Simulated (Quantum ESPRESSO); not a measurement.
**FeO: zone-centre phonons under several settings**

```
CELL_PARAMETERS angstrom
0.00000 2.15540 2.15540
2.15540 0.00000 2.15540
2.15540 2.15540 0.00000
ATOMIC_POSITIONS crystal
Fe 0.00000 0.00000 0.00000
O 0.50000 0.50000 0.50000
```

All runs used Quantum ESPRESSO 7.5; k mesh 4 × 4 × 4, shifted; relaxed cell; collinear spin, ferromagnetic start; cutoff 1225 eV; occupations fermi-dirac, width 0.05 eV.

| level | potentials | volume (Å³/atom) | pressure (GPa) | lowest optical mode without the field (cm⁻¹) |
| --- | --- | --- | --- | --- |
| LDA | PseudoDojo 0.4.1 SR LDA standard | 9.20 | -0.1 | 276 |
| PBE | PseudoDojo 0.4.1 SR PBE standard | 9.96 | 0.0 | 260 |
| PBEsol | PseudoDojo 0.4.1 SR PBEsol standard | 9.54 | -0.1 | 272 |
| RPBE | PseudoDojo 0.4.1 SR PBE standard | ? | 0.1 | ? |
| PW91 | PseudoDojo 0.4.1 SR PBE standard | 9.93 | 0.0 | 262 |

Task: What stands in the row left open?

Result: Volume 10.25 Å³/atom; lowest optical mode without the field 247 cm⁻¹.

Caveats: all runs use coarse meshes; the mesh is thin for the phonons of a metal; a cell with one magnetic atom can't hold antiferromagnetic order, which such compounds often take; before the sum rule the acoustic modes lie tens of cm⁻¹ from zero, a sign that the density grid also shifts the optical modes (some runs); the potentials were made for another functional, which shifts forces and pressure (some runs).

For the row left open. Caveat: the k mesh is coarse (spacing up to 0.63 Å⁻¹), so the values aren't converged; the mesh is thin for the phonons of a metal; the potentials were made for another functional, which shifts forces and pressure; a cell with one magnetic atom can't hold antiferromagnetic order, which such compounds often take.
